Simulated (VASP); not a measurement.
All values below come from LDA (Ceperley-Alder, Perdew-Zunger), VASP's LDA PAW potentials (set 64) (plane waves; VASP).

VASP ran on this input.

### POSCAR
```
NaBr
1
    0.0000000000     2.8650843554     2.8650843554
    2.8650843554     0.0000000000     2.8650843554
    2.8650843554     2.8650843554     0.0000000000
Na Br
1 1
Direct
  0.0000000000   0.0000000000   0.0000000000
  0.5000000000   0.5000000000   0.5000000000
```

File KPOINTS:
```
Automatic mesh
0
Gamma
8 8 8
0 0 0
```

INCAR:
```
ALGO = Normal
EDIFF = 1E-7
ENCUT = 520
ISIF = 2
ISMEAR = 0
LASPH = .True.
LCHARG = .False.
LMAXMIX = 4
LREAL = .False.
LWAVE = .False.
NELM = 100
PREC = Accurate
SIGMA = 0.05
SYSTEM = NaBr
```

POTCAR, in this order: Na_pv Br (LDA.64 set). Program: vasp_std.

The run wrote:

### OSZICAR
```
       N       E                     dE             d eps       ncg     rms          rms(c)
DAV:   1     0.868113489478E+02    0.86811E+02   -0.74011E+03   646   0.125E+03
DAV:   2     0.148080132521E-02   -0.86810E+02   -0.80423E+02   739   0.259E+02
DAV:   3    -0.674879474049E+01   -0.67503E+01   -0.67163E+01   775   0.728E+01
DAV:   4    -0.686454756102E+01   -0.11575E+00   -0.11569E+00   733   0.105E+01
DAV:   5    -0.686605833241E+01   -0.15108E-02   -0.15107E-02   750   0.122E+00    0.166E+00
DAV:   6    -0.676612159188E+01    0.99937E-01   -0.14244E-01   730   0.292E+00    0.102E+00
DAV:   7    -0.674867096392E+01    0.17451E-01   -0.56024E-02   811   0.168E+00    0.513E-01
DAV:   8    -0.674792602678E+01    0.74494E-03   -0.28338E-03   731   0.588E-01    0.100E-01
DAV:   9    -0.674788249481E+01    0.43532E-04   -0.12783E-04   728   0.128E-01    0.355E-02
DAV:  10    -0.674788620951E+01   -0.37147E-05   -0.12801E-05   763   0.526E-02    0.216E-03
DAV:  11    -0.674788612590E+01    0.83611E-07   -0.15236E-06   731   0.189E-02    0.999E-04
DAV:  12    -0.674788611128E+01    0.14618E-07   -0.85478E-08   415   0.267E-03
   1 F= -.67478861E+01 E0= -.67478861E+01  d E =-.165982E-17
```

File OUTCAR:
```
------------------------ aborting loop because EDIFF is reached ----------------------------------------
  FORCE on cell =-STRESS in cart. coord.  units (eV):
  Direction    XX          YY          ZZ          XY          YZ          ZX
  --------------------------------------------------------------------------------------
  Total        0.2479671      0.2479671      0.2479671      0.0000000     -0.0000000      0.0000000
  in kB        8.4462193      8.4462193      8.4462193      0.0000000     -0.0000000      0.0000000
  external PRESSURE =       8.4462193 kB  Pullay stress =       0.0000000 kB
  volume of cell :       47.04
      direct lattice vectors                 reciprocal lattice vectors
     0.000000000  2.865084355  2.865084355    -0.174514931  0.174514931  0.174514931
     2.865084355  0.000000000  2.865084355     0.174514931 -0.174514931  0.174514931
     2.865084355  2.865084355  0.000000000     0.174514931  0.174514931 -0.174514931
 POSITION                                       TOTAL-FORCE (eV/Angst)
 -----------------------------------------------------------------------------------
      0.00000      0.00000      0.00000         0.000000      0.000000     -0.000000
      2.86508      2.86508      2.86508        -0.000000      0.000000      0.000000
 -----------------------------------------------------------------------------------
    total drift:                               -0.000000      0.000000      0.000000
  FREE ENERGIE OF THE ION-ELECTRON SYSTEM (eV)
  ---------------------------------------------------
  free  energy   TOTEN  =        -6.7478861113 eV

  energy  without entropy=       -6.7478861113  energy(sigma->0) =       -6.74788611
```
(Selected blocks of OUTCAR.)

The compound is NaBr in the rock salt structure. This cell is one point of a volume scan, at 0.97 of the reference volume.
